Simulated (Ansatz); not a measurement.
CdH2O2:

```
CELL_PARAMETERS angstrom
3.51553 0.00000 0.00000
-1.75776 3.04453 0.00000
0.00000 0.00000 4.64298
ATOMIC_POSITIONS crystal
Cd 0.00000 0.00000 0.00000
O 0.33333 0.66667 0.24063
O 0.66667 0.33333 0.75937
H 0.33333 0.66667 0.44904
H 0.66667 0.33333 0.55096
```

The cell comes from a database or a generator and needn't be the stable form of this composition.

| Item | Value |
| --- | --- |
| Program | Ansatz 0.2.0 |
| Task | relaxation of cell and atoms |
| Functional | PBEsol |
| Potentials or basis | Ansatz PAW |
| Cutoff | 420 eV (not typed: the program's choice for these potentials) |
| k mesh | 9 × 9 × 6 |
| Occupations | fermi-dirac, width 0.05 eV |
| Spin | no spin polarisation |

At the start: volume 9.94 Å³/atom.

Question: How do energy, volume and symmetry change on relaxing?

Answer: It ends after 7 steps and the volume is 9.76 Å³/atom (-1.8 %); space group P-3m1 (No. 164, to 0.05 Å).

The path:
```
step  energy change (eV)  largest force (eV/Å)  volume (Å³)
   1              0.0000                0.6504        49.69
   2             -0.0118                0.1475        49.03
   3             -0.0139                0.0280        48.77
   4             -0.0133                0.0006        48.93
   5             -0.0104                0.0018        48.93
   6             -0.0111                0.0017        48.79
   7             -0.0105                0.0019        48.79
```

Final structure:
```yaml
crystal:
  lattice:
    - [3.50586, 0.00000, 0.00000]
    - [-1.75293, 3.03616, 0.00000]
    - [0.00000, 0.00000, 4.58332]
  atoms:
    - { symbol: Cd, position: [0.00000, 0.00000, 0.00000] }
    - { symbol: O, position: [0.33333, 0.66667, 0.23937] }
    - { symbol: O, position: [0.66667, 0.33333, 0.76063] }
    - { symbol: H, position: [0.33333, 0.66667, 0.45275] }
    - { symbol: H, position: [0.66667, 0.33333, 0.54725] }
```

Caveat: the plane-wave basis is chosen anew once the cell has moved, so the energies of steps on either side of that aren't comparable; the pressure holds a Pulay correction of +0.7 GPa for the finite cutoff; the PAW data sets come from PBE, with cores solved anew for the run's functional, which leaves a small shift of forces and pressure.
